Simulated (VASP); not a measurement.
# CdTe (F-43m) in VASP: a series of runs

The runs below take CdTe through single point, relaxation of cell and atoms, with HSE06.

Program: VASP 6.6.1. These are calculated values, not measurements. Logs are shortened: lines on timing, memory, paths and dates and some standing lists are left out, and cuts for length are marked.

**What was measured.**

From a printed reference work, data compilation, for a bulk crystal of CdTe at 0 K: band gap 1.607 eV.

The results are compared with them further down.

**1. The cell of the first run**

It takes space group F-43m (No. 216, cubic). Conventional cell: a = 6.573 Å, b = 6.573 Å, c = 6.573 Å, α = 90.00°, β = 90.00°, γ = 90.00°. Within 3.8 Å of Cd (site symmetry -43m) lie 4 Te at 2.85 Å. Within 3.8 Å of Te (site symmetry -43m) lie 4 Cd at 2.85 Å.

**2. Single point, HSE06**

POSCAR

```
CdTe
1.0
    0.0000000000      3.2865737740      3.2865737740
    3.2865737740      0.0000000000      3.2865737740
    3.2865737740      3.2865737740      0.0000000000
Cd Te
1 1
Direct
    0.0000000000      0.0000000000      0.0000000000
    0.2500000000      0.2500000000      0.2500000000
```

INCAR.step1

```
SYSTEM = CdTe
PREC = Accurate ; ENCUT = 520
EDIFF = 1E-5 ; ISMEAR = 0
SIGMA = 0.02 ; LREAL = .FALSE.
LASPH = .TRUE. ; NELM = 60
ALGO = Normal ; ISIF = 2
LWAVE = .TRUE. ; NBANDS = 16
GGA = PE
```

INCAR.step2

```
SYSTEM = CdTe
PREC = Accurate ; ENCUT = 520
EDIFF = 1E-7 ; ISMEAR = 0
SIGMA = 0.02 ; LREAL = .FALSE.
LASPH = .TRUE. ; NELM = 60
ALGO = Normal ; ISIF = 2
LWAVE = .FALSE. ; LCHARG = .TRUE.
GGA = PE ; LHFCALC = .TRUE.
HFSCREEN = 0.2079 ; PRECFOCK = Normal
LELF = .TRUE. ; LVHAR = .TRUE.
NBANDS = 16 ; ISTART = 1
```

KPOINTS

```
Automatic mesh
0
G
  4 4 4
  0 0 0
```

Potentials or basis: VASP PAW PBE potentials, release 64 (Cd, Te).

Launch:

```
$ cat potpaw_PBE.64/Cd/POTCAR potpaw_PBE.64/Te/POTCAR > POTCAR
$ cp INCAR.step1 INCAR
$ mpirun -np 1 vasp_std > vasp.out
$ cp INCAR.step2 INCAR
$ mpirun -np 1 vasp_std > vasp.out
```

OUTCAR:

```text
SYSTEM = CdTe
   PREC = Accurate
   ENCUT = 520
   EDIFF = 1E-7
   ISMEAR = 0
   LREAL = .FALSE.
   LASPH = .TRUE.
   NELM = 60
   ISIF = 2
   GGA = PE
   LHFCALC = .TRUE.
   HFSCREEN = 0.2079
   PRECFOCK = Normal
   ISTART = 1

 ion  position               nearest neighbor table
   1  0.000  0.000  0.000-   2 2.85   2 2.85   2 2.85   2 2.85
   2  0.250  0.250  0.250-   1 2.85   1 2.85   1 2.85   1 2.85

  LATTYP: Found a face centered cubic cell.
 ALAT       =     6.5731475480

  Lattice vectors:

 A1 = (   0.0000000000,   3.2865737740,   3.2865737740)
 A2 = (   3.2865737740,   0.0000000000,   3.2865737740)
 A3 = (   3.2865737740,   3.2865737740,   0.0000000000)

Analysis of symmetry for initial positions (statically):
=====================================================================
 Subroutine PRICEL returns:
 Original cell was already a primitive cell.

 Routine SETGRP: Setting up the symmetry group for a
 face centered cubic supercell.

 Subroutine GETGRP returns: Found 24 space group operations
 (whereof 24 operations were pure point group operations)
 out of a pool of 48 trial point group operations.

The static configuration has the point symmetry T_d .

Analysis of symmetry for dynamics (positions and initial velocities):
=====================================================================
 Subroutine PRICEL returns:
 Original cell was already a primitive cell.

 Routine SETGRP: Setting up the symmetry group for a
 face centered cubic supercell.

 Subroutine GETGRP returns: Found 24 space group operations
 (whereof 24 operations were pure point group operations)
 out of a pool of 48 trial point group operations.

The dynamic configuration has the point symmetry T_d .

 Subroutine INISYM returns: Found 24 space group operations
 (whereof 24 operations are pure point group operations),
 and found     1 'primitive' translations

----------------------------------------------------------------------------------------

                                     Primitive cell

  volume of cell :      71.0003

  direct lattice vectors                    reciprocal lattice vectors
     0.000000000  3.286573774  3.286573774    -0.152134117  0.152134117  0.152134117
     3.286573774  0.000000000  3.286573774     0.152134117 -0.152134117  0.152134117
     3.286573774  3.286573774  0.000000000     0.152134117  0.152134117 -0.152134117

  length of vectors
     4.647917205  4.647917205  4.647917205     0.263504021  0.263504021  0.263504021

  position of ions in fractional coordinates (direct lattice)
     0.000000000  0.000000000  0.000000000
     0.250000000  0.250000000  0.250000000

  ion indices of the primitive-cell ions
   primitive index   ion index
                 1           1
                 2           2

----------------------------------------------------------------------------------------

 KPOINTS: Automatic mesh

Automatic generation of k-mesh.
 Grid dimensions read from file:
 generate k-points for:    4    4    4

 Generating k-lattice:

  Cartesian coordinates                     Fractional coordinates (reciprocal lattice)
    -0.038033529  0.038033529  0.038033529     0.250000000  0.000000000  0.000000000
     0.038033529 -0.038033529  0.038033529     0.000000000  0.250000000  0.000000000
     0.038033529  0.038033529 -0.038033529     0.000000000  0.000000000  0.250000000

  Length of vectors
     0.065876005  0.065876005  0.065876005

  Shift w.r.t. Gamma in fractional coordinates (k-lattice)
     0.000000000  0.000000000  0.000000000

 Subroutine IBZKPT returns following result:
 ===========================================

 Found      8 irreducible k-points:

 Following reciprocal coordinates:
            Coordinates               Weight
  0.000000  0.000000  0.000000      1.000000
  0.250000  0.000000  0.000000      8.000000
  0.500000  0.000000  0.000000      4.000000
  0.250000  0.250000  0.000000      6.000000
  0.500000  0.250000  0.000000     24.000000
 -0.250000  0.250000  0.000000     12.000000
  0.500000  0.500000  0.000000      3.000000
 -0.250000  0.500000  0.250000      6.000000
   k-points           NKPTS =      8   k-points in BZ     NKDIM =     64   number of bands    NBANDS=     16
   number of dos      NEDOS =    301   number of ions     NIONS =      2
   total plane-waves  NPLWV =  46656
   dimension x,y,z NGX =    36 NGY =   36 NGZ =   36
   dimension x,y,z NGXF=    72 NGYF=   72 NGZF=   72
   ions per type =               1   1
   NGX,Y,Z   is equivalent  to a cutoff of  12.88, 12.88, 12.88 a.u.
   NGXF,Y,Z  is equivalent  to a cutoff of  25.75, 25.75, 25.75 a.u.
 SYSTEM =  CdTe
   PREC   = accura    normal or accurate (medium, high low for compatibility)
   ISTART =      1    job   : 0-new  1-cont  2-samecut
   ICHARG =      0    charge: 1-file 2-atom 10-const
   ISPIN  =      1    spin polarized calculation?
   LNONCOLLINEAR =      F non collinear calculations
   LSORBIT =      F    spin-orbit coupling
[... 96 lines left out ...]
      9       1.0599      2.00000
     10       4.1928      0.00000
     11       7.5213      0.00000
     12       7.5213      0.00000
     13       7.6407      0.00000
     14      10.7031      0.00000
     15      10.8127      0.00000
     16      10.8127      0.00000

 k-point     3 :       0.5000    0.0000    0.0000
  band No.  band energies     occupation
      1     -10.0585      2.00000
      2      -7.9449      2.00000
      3      -7.9449      2.00000
      4      -7.7611      2.00000
      5      -7.7611      2.00000
      6      -7.3531      2.00000
      7      -3.0043      2.00000
      8       0.7135      2.00000
      9       0.7135      2.00000
     10       4.0468      0.00000
     11       7.5388      0.00000
     12       7.5388      0.00000
     13       9.4122      0.00000
     14      11.0523      0.00000
     15      12.7728      0.00000
     16      12.7728      0.00000

 k-point     4 :       0.2500    0.2500    0.0000
  band No.  band energies     occupation
      1     -10.1658      2.00000
      2      -7.9343      2.00000
      3      -7.9343      2.00000
      4      -7.8284      2.00000
      5      -7.7549      2.00000
      6      -7.6979      2.00000
      7      -1.2088      2.00000
      8       0.4136      2.00000
      9       0.4136      2.00000
     10       5.2101      0.00000
     11       5.5657      0.00000
     12       8.8571      0.00000
     13       8.8571      0.00000
     14       9.0893      0.00000
     15      12.2956      0.00000
     16      13.1069      0.00000

 k-point     5 :       0.5000    0.2500    0.0000
  band No.  band energies     occupation
      1     -10.0097      2.00000
      2      -7.9143      2.00000
      3      -7.9017      2.00000
      4      -7.7998      2.00000
      5      -7.7546      2.00000
      6      -7.2814      2.00000
      7      -2.6554      2.00000
      8      -0.5708      2.00000
      9       0.1178      2.00000
     10       5.2274      0.00000
     11       6.8061      0.00000
     12       8.4739      0.00000
     13       9.1335      0.00000
     14      11.4164      0.00000
     15      12.9705      0.00000
     16      13.4466      0.00000

 k-point     6 :      -0.2500    0.2500    0.0000
  band No.  band energies     occupation
      1     -10.0594      2.00000
      2      -7.9322      2.00000
      3      -7.9281      2.00000
      4      -7.7740      2.00000
      5      -7.7722      2.00000
      6      -7.4174      2.00000
      7      -2.2831      2.00000
      8      -0.6361      2.00000
      9       0.6858      2.00000
     10       5.4046      0.00000
     11       7.5385      0.00000
     12       7.8971      0.00000
     13       8.2470      0.00000
     14      10.3746      0.00000
     15      11.9841      0.00000
     16      13.5510      0.00000

 k-point     7 :       0.5000    0.5000    0.0000
  band No.  band energies     occupation
      1      -9.9616      2.00000
      2      -7.8619      2.00000
      3      -7.8619      2.00000
      4      -7.8463      2.00000
      5      -7.7422      2.00000
      6      -7.1821      2.00000
      7      -2.9059      2.00000
      8      -0.3716      2.00000
      9      -0.3716      2.00000
     10       4.8364      0.00000
     11       4.9483      0.00000
     12      11.2084      0.00000
     13      11.6167      0.00000
     14      11.6167      0.00000
     15      13.2849      0.00000
     16      13.9660      0.00000

 k-point     8 :      -0.2500    0.5000    0.2500
  band No.  band energies     occupation
      1      -9.9637      2.00000
      2      -7.8966      2.00000
      3      -7.8849      2.00000
      4      -7.7938      2.00000
      5      -7.7659      2.00000
      6      -7.1146      2.00000
      7      -2.7496      2.00000
      8      -0.8496      2.00000
      9      -0.6700      2.00000
     10       6.5857      0.00000
     11       6.9199      0.00000
     12       7.8859      0.00000
     13       8.6195      0.00000
     14      12.1056      0.00000
     15      13.5552      0.00000
     16      13.6995      0.00000

------------------------ aborting loop because EDIFF is reached ----------------------------------------

  FORCE on cell =-STRESS in cart. coord.  units (eV):
  Direction    XX          YY          ZZ          XY          YZ          ZX
  --------------------------------------------------------------------------------------
  -------------------------------------------------------------------------------------
  Total        0.0007064      0.0007064      0.0007064     -0.0000000      0.0000000     -0.0000000
  in kB        0.0159412      0.0159412      0.0159412     -0.0000000      0.0000000     -0.0000000
  external PRESSURE =       0.0159412 kB  Pullay stress =       0.0000000 kB

 VOLUME and BASIS-vectors are now :
 -----------------------------------------------------------------------------
  energy-cutoff  :      520.00
  volume of cell :       71.00
      direct lattice vectors                 reciprocal lattice vectors
     0.000000000  3.286573774  3.286573774    -0.152134117  0.152134117  0.152134117
     3.286573774  0.000000000  3.286573774     0.152134117 -0.152134117  0.152134117
     3.286573774  3.286573774  0.000000000     0.152134117  0.152134117 -0.152134117

 POSITION                                       TOTAL-FORCE (eV/Angst)
 -----------------------------------------------------------------------------------
      0.00000      0.00000      0.00000         0.000000      0.000000      0.000000
      1.64329      1.64329      1.64329        -0.000000     -0.000000     -0.000000
 -----------------------------------------------------------------------------------
    total drift:                               -0.000002     -0.000002     -0.000002

  FREE ENERGIE OF THE ION-ELECTRON SYSTEM (eV)
  ---------------------------------------------------
  free  energy   TOTEN  =        -5.9945411531 eV

  energy  without entropy=       -5.9945411531  energy(sigma->0) =       -5.99454115
```

Wall time 21 min (1 thread of Oxide Virtual Turin-like, shared host); peak memory 0.29 GiB.

Results:

```
Free energy            : -5.9945 eV
Pressure               : 0.0 GPa
Band gap on the k mesh : 1.42 eV, direct
```

Levels at points of the mesh, in eV from the valence-band top:
```csv
k point,band 6,band 7,band 8,band 9,band 10,band 11,band 12,band 13
"(0.00, 0.00, 0.00)",-9.25,0.00,0.00,0.00,1.42,5.49,5.49,5.49
"(0.50, 0.00, 0.00)",-8.83,-4.48,-0.76,-0.76,2.57,6.06,6.06,7.93
"(0.50, 0.50, 0.00)",-8.66,-4.38,-1.85,-1.85,3.36,3.47,9.73,10.14
```

Caveat: the PAW data sets were made with another functional, which shifts forces and pressure a little; spin-orbit coupling is left out, which moves the levels of the heavy elements.

**3. Single point, HSE06**

POSCAR is that of step 2.

INCAR.step1

```
SYSTEM = CdTe
  PREC = Accurate
  ENCUT = 520
  EDIFF = 1E-5
  ISMEAR = 0
  SIGMA = 0.01
  LREAL = .False.
  LASPH = .True.
  NELM = 100
  ALGO = Normal
  ISIF = 2
  LWAVE = .True.
  LCHARG = .False.
  NBANDS = 16
  GGA = PE
```

INCAR.step2

```
SYSTEM = CdTe
  PREC = Accurate
  ENCUT = 520
  EDIFF = 1E-6
  ISMEAR = 0
  SIGMA = 0.01
  LREAL = .False.
  LASPH = .True.
  NELM = 100
  ALGO = Normal
  ISIF = 2
  LWAVE = .False.
  LCHARG = .False.
  GGA = PE
  LHFCALC = .True.
  HFSCREEN = 0.2079
  PRECFOCK = Normal
  NBANDS = 16
  ISTART = 1
```

KPOINTS

```
Automatic mesh
0
Gamma
  4 4 4
  0 0 0
```

Potentials or basis: VASP PAW PBE potentials, release 64 (Cd, Te).

Launch:

```
$ cat potpaw_PBE.64/Cd/POTCAR potpaw_PBE.64/Te/POTCAR > POTCAR
$ cp INCAR.step1 INCAR
$ mpirun -np 1 vasp_std > vasp.out
$ cp INCAR.step2 INCAR
$ mpirun -np 1 vasp_std > vasp.out
```

Run time: 16 min. Hardware: 1 thread of Oxide Virtual Turin-like, shared host; peak memory 0.29 GiB.

Results (log left out):

```yaml
Free_energy: -5.9945 eV
Pressure: 0.0 GPa
Band_gap_on_the_k_mesh: 1.42 eV, direct
```

Levels at points of the mesh, in eV from the valence-band top:
| k point | band 5 | band 6 | band 7 | band 8 | band 9 | band 10 | band 11 | band 12 | band 13 | band 14 |
| --- | --- | --- | --- | --- | --- | --- | --- | --- | --- | --- |
| (0.00, 0.00, 0.00) | -9.24 | -9.24 | 0.00 | 0.00 | 0.00 | 1.42 | 5.49 | 5.49 | 5.49 | 8.43 |
| (0.50, 0.00, 0.00) | -9.24 | -8.83 | -4.48 | -0.76 | -0.76 | 2.57 | 6.06 | 6.06 | 7.93 | 9.58 |
| (0.50, 0.50, 0.00) | -9.22 | -8.66 | -4.38 | -1.85 | -1.85 | 3.36 | 3.47 | 9.73 | 10.14 | 10.14 |

Caveat: the PAW data sets were made with another functional, which shifts forces and pressure a little; spin-orbit coupling is left out, which moves the levels of the heavy elements.

**4. Relaxation of cell and atoms, HSE06**

This run uses another cell than the first one, of 32.92 Å³/atom, 0.927 times its volume.

POSCAR

```
CdTe
1.0
    0.0000000000      3.2050000000      3.2050000000
    3.2050000000      0.0000000000      3.2050000000
    3.2050000000      3.2050000000      0.0000000000
Cd Te
1 1
Direct
    0.0000000000      0.0000000000      0.0000000000
    0.2500000000      0.2500000000      0.2500000000
```

INCAR.step1

```
PREC     = Accurate       # precision mode
ENCUT    = 600            # plane-wave cutoff, eV
EDIFF    = 1E-5           # SCF threshold, eV
ISMEAR   = 0              # smearing method
SIGMA    = 0.02           # smearing width, eV
LREAL    = F              # projectors in reciprocal space
LASPH    = T              # aspherical terms in the spheres
NELM     = 80             # most SCF steps
ALGO     = Normal         # electronic algorithm
LWAVE    = T              # write WAVECAR
LCHARG   = F              # write CHGCAR
GGA      = PE             # functional
NBANDS   = 16             # bands
```

INCAR.step2

```
PREC     = Accurate       # precision mode
ENCUT    = 600            # plane-wave cutoff, eV
EDIFF    = 1E-6           # SCF threshold, eV
ISMEAR   = 0              # smearing method
SIGMA    = 0.02           # smearing width, eV
LREAL    = F              # projectors in reciprocal space
LASPH    = T              # aspherical terms in the spheres
NELM     = 80             # most SCF steps
ALGO     = Normal         # electronic algorithm
ISIF     = 3              # what is computed and relaxed
LWAVE    = F              # write WAVECAR
LCHARG   = F              # write CHGCAR
GGA      = PE             # functional
LHFCALC  = T              # exact exchange
HFSCREEN = 0.2079         # screening, 1/A
PRECFOCK = Normal       
IBRION   = 2              # ionic algorithm
NSW      = 100            # ionic steps
EDIFFG   = -0.005         # ionic threshold
ISTART   = 1
```

KPOINTS

```
regular mesh
0
Gamma
  4 4 4
```

Launch:

```
$ cat potpaw_PBE.64/Cd/POTCAR potpaw_PBE.64/Te/POTCAR > POTCAR
$ cp INCAR.step1 INCAR
$ mpirun -np 1 vasp_std > vasp.out
$ cp INCAR.step2 INCAR
$ mpirun -np 1 vasp_std > vasp.out
```

It took 30 min on 1 thread of Oxide Virtual Turin-like, shared host; peak memory 0.31 GiB.

It converged, with:

* Free energy: -5.9933 eV
* Relaxed volume: 35.48 Å³/atom
* Relaxed cell: a = 4.647 Å, b = 4.647 Å, c = 4.647 Å, α = 60.00°, β = 60.00°, γ = 60.00°
* Space group after relaxing (to 0.05 Å): F-43m (No. 216)
* Energy gained by relaxing: 26.1 meV/atom
* Ionic steps: 3
* Pressure after relaxing: 0.0 GPa
* Band gap on the k mesh: 1.43 eV, direct

Step by step:
| step | energy change (eV) | largest force (eV/Å) | pressure (GPa) | volume (Å³) |
| --- | --- | --- | --- | --- |
| 1 | 0.0000 | 0.0000 | 3.48 | 65.84 |
| 2 | -0.0459 | 0.0000 | -0.98 | 72.89 |
| 3 | -0.0521 | 0.0000 | -0.01 | 70.96 |

Final structure:
```
CELL_PARAMETERS angstrom
0.00000 3.28591 3.28591
3.28591 0.00000 3.28591
3.28591 3.28591 0.00000
ATOMIC_POSITIONS crystal
Cd 0.00000 0.00000 0.00000
Te 0.25000 0.25000 0.25000
```

Levels at points of the mesh, in eV from the valence-band top:
| k point | band 6 | band 7 | band 8 | band 9 | band 10 | band 11 | band 12 | band 13 |
| --- | --- | --- | --- | --- | --- | --- | --- | --- |
| (0.00, 0.00, 0.00) | -9.24 | 0.00 | 0.00 | 0.00 | 1.43 | 5.49 | 5.49 | 5.49 |
| (0.50, 0.00, 0.00) | -8.83 | -4.49 | -0.77 | -0.77 | 2.57 | 6.06 | 6.06 | 7.94 |
| (0.50, 0.50, 0.00) | -8.66 | -4.39 | -1.85 | -1.85 | 3.36 | 3.47 | 9.74 | 10.14 |

Caveat: the k points lie up to 0.41 Å⁻¹ apart in the final cell; the PAW data sets were made with another functional, which shifts forces and pressure a little; spin-orbit coupling is left out, which moves the levels of the heavy elements.

**5. Overview**

| task | cell | cutoff (eV) | smearing | gap on the mesh (eV) | pressure (GPa) |
| --- | --- | --- | --- | --- | --- |
| single point | a = 4.648 Å, angles 60.0°, 2 atoms | 520 | gaussian 0.02 eV | 1.42 | 0.0 |
| single point | a = 4.648 Å, angles 60.0°, 2 atoms | 520 | gaussian 0.01 eV | 1.42 | 0.0 |
| relaxation of cell and atoms | relaxed from a = 4.533 Å, angles 60.0°, 2 atoms | 600 | gaussian 0.02 eV | 1.43 | 0.0 |

Alike in all rows: level HSE06; potentials or basis VASP PAW PBE potentials, release 64 (Cd, Te); no spin polarisation; k mesh 4 × 4 × 4.

Caveats: some runs use coarse meshes; the PAW data sets were made with another functional, which shifts forces and pressure a little; spin-orbit coupling is left out, which moves the levels of the heavy elements.

Total energies depend on the potentials used, so only differences within one code and one set of settings carry meaning.

**6. How close it comes**

Step 2. Against the measured gap of CdTe, 1.607 eV (0 K; a printed reference work, data compilation), the calculated 1.42 eV is off by -0.18 eV. Spin-orbit coupling on Cd, Te is left out. The value is that of HSE06, without temperature or zero-point motion.
